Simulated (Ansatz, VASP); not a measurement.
# Al: VASP beside Ansatz

```
Al
1.0
     2.82796    0.00000    0.00000
    -1.41398    2.44908    0.00000
     0.00000    0.00000    8.94787
Al
4
Cartesian
  0.0000 0.0000 0.0000
  0.0000 0.0000 4.4739
  0.0000 1.6327 2.2370
  1.4140 0.8164 6.7109
```

Alike in both runs: functional BLYP; dispersion D3(BJ); k mesh 9 × 9 × 2; no spin polarisation.

Ansatz relaxed the structure, and its values are those at the end. VASP's run is a single point on that final structure, the one shown.

|  | VASP | Ansatz |
| --- | --- | --- |
| version | VASP 6.6.1 | Ansatz 0.2.0 |
| potentials or method | VASP PAW PBE potentials, release 64 (Al) | plane waves, PAW |
| plane-wave cutoff (eV) | 520 | 420 |
| occupations | methfessel-paxton of order 1, width 0.1 eV | cold, width 0.1 eV |
| valence electrons in the cell | 12 | 12 |

VASP gave:

- pressure (GPa): 0.2
- dispersion energy (meV/atom): -827.7

Estimate Ansatz's values.

pressure (GPa): 0.0; dispersion energy (meV/atom): -827.7.

Caveats: the PAW data sets were made with another functional, which shifts forces and pressure a little (VASP); pairwise dispersion overbinds metals, which lowers pressure and volume.
